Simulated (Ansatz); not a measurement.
# MnO: the cost of one run

Computed with Ansatz 0.2.0 (DFT PBE, scalar-relativistic, plane waves, PAW, unless a step's input says otherwise).

Spin polarisation is switched off on purpose; where the compound carries moments, volume, stiffness and gap are then not the real material's.

## (1) The structure to begin with

It takes space group R-3m (No. 166, trigonal). The conventional cell has a = 3.093 Å, b = 3.093 Å, c = 6.101 Å, α = 90.00°, β = 90.00°, γ = 120.00°. Mn (site symmetry -3m) is surrounded by 6 O at 2.06 Å. O (site symmetry -3m) has 6 Mn at 2.06 Å as nearest neighbours.

Structure file:

```
Mn O
1.0
     1.54671    0.89300    2.03360
    -1.54671    0.89300    2.03360
     0.00000   -1.78599    2.03360
Mn O
1 1
Direct
  0.00000 0.00000 0.00000
  0.50000 0.50000 0.50000
```

This cell comes from an earlier session at PBE: 8.426 Å³/atom at -0.01 GPa, on a 14×14×14 mesh.

Volume factors to run: 0.980, 1.020, 0.960, 1.040.

## (2) Volume × 0.980

The input, input.yaml:

```yaml
crystal:
  lattice:
    - [1.5363323816, 0.8870019154, 2.0199481847]
    - [-1.5363323816, 0.8870019154, 2.0199481847]
    - [0.0, -1.7740038268, 2.0199481865]
  atoms:
    - { symbol: Mn, position: [1.0, 0.0, 0.0] }
    - { symbol: O, position: [0.5, 0.5, 0.5] }
basis:
  ecutwfc: 420
  ecutrho_ratio: 4
kpoints:
  mp_grid: { grid: [14, 14, 14] }
hamiltonian:
  xc: pbe
scf:
  occupations: { method: gaussian, width: 0.05 }
output:
  forces: true
  stress: true
  eigenvalues: true
relax:
  f_tol: 0.01
  max_steps: 40
  cell: { stress_tol: 0.1, fix: [volume] }
```

On the command line:

```
$ ansatz run input.yaml --threads 1 --pin off --max-ram 2560MiB --backend cpu --events-out ev --progress --plain --runs-dir out
```

**Question.** How long does this run take on 1 thread of Arm Neoverse N1, shared host, and how much memory does it need?

About 34 s, with a peak of 0.36 GiB.
